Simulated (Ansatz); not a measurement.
**Pb under changes of volume**

One of the cells (30.323 Å³/atom); the others are scaled copies at fixed shape and fractional positions:

```xyz
1
Lattice="0.0000 2.4750 2.4750 2.4750 0.0000 2.4750 2.4750 2.4750 0.0000" Properties=species:S:1:pos:R:3 pbc="T T T"
Pb    0.0000    0.0000    0.0000
```

- Program: Ansatz 0.2.0
- Functional: r2SCAN
- Dispersion: D3(BJ)
- Potentials or basis: Ansatz PAW
- Cutoff: 500 eV (not typed: the program's choice for these potentials)
- k mesh: 9 × 9 × 9
- Occupations: fermi-dirac, width 0.05 eV
- Spin: no spin polarisation

```csv
volume (Å³/atom),energy over the lowest point (meV/atom),pressure (GPa)
28.503,?,?
29.110,8.69,2.3
29.716,2.21,1.1
30.323,0.00,0.1
30.929,1.59,-0.9
31.535,6.49,-1.7
32.142,14.23,-2.4
```

Question: What does the run at 28.503 Å³/atom give?

Answer: Energy over the lowest point 19.90 meV/atom; pressure 3.6 GPa.

Worked out: A Birch-Murnaghan fit of order 3 (a polynomial in V^(-2/3)) to the other rows has its minimum at 30.36 Å³/atom with B0 = V·E''(V) = 49 GPa and B' = 5.8. It gives 20.15 meV/atom at 28.503 Å³/atom, against the run's 19.90, and -dE/dV = 3.7 GPa, against 3.6.

Energies are extrapolated to zero smearing.

Caveats: pairwise dispersion overbinds metals, which lowers pressure and volume; the PAW data sets come from PBE, with cores solved anew for the run's functional, which leaves a small shift of forces and pressure; the dispersion damping was fitted for another functional or another form of the correction.
